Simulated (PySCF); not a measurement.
An unknown is described by computed data only.

Formula: C2H6O2.

| Property | Result |
| --- | --- |
| UV, strongest line | among the 8 lowest singlet transitions: S7 at 8.60 eV (144 nm, f = 0.086) [TDDFT PBE0/def2-SVPD] |
| XPS | C1s 292.4 (×2), O1s 539.1 (×2) eV [ΔSCF SCAN, pcX-2 on the ionised atom, pcseg-1 elsewhere, spin-free X2C] |
| Polarisability | 37.1 au [PBE0/def2-SVPD] |
| Rotational structure | rotational constants A, B, C: 15.870, 5.488, 4.585 GHz [GFN2-xTB] |
| Triplet | lowest triplet excitation (Tamm–Dancoff): 6.75 eV [TDA PBE0/def2-SVPD] |
| Dipole | 2.58 D [PBE0/def2-SVPD] |
| UV, first state | lowest singlet excitation: 7.05 eV (176 nm, f = 0.011) [TDDFT PBE0/def2-SVPD] |

The electronic properties come from PySCF, for the isolated species, density fitting. Levels stand in brackets. Geometry: GFN2-xTB, one conformer, isolated molecule.

Question: Propose a structure and show how it fits.

Answer: Numbering: `[OH:1][CH2:2][CH2:3][OH:4]`. Its formula, C2H6O2, gives 0 degrees of unsaturation, so no ring and no π bond. The core levels belong to: C1s 292.4 eV, carbinol carbon (C–OH) [C2/C3]; O1s 539.1 eV, alcohol oxygen [O1/O4]. One atom of each topological class was ionised and stands for its class. By its constants the optimised geometry is an asymmetric top. Structure: `C(O)CO` (ethylene glycol). The assignments are read from this structure; whether some other isomer fits the data as well wasn't checked.

The values belong to the conformer `[OH:1][CH2:2][CH2:3][OH:4]`: O1–C2–C3–O4 63°, H–O1–C2–C3 -179°, H–O4–C3–C2 -52°.
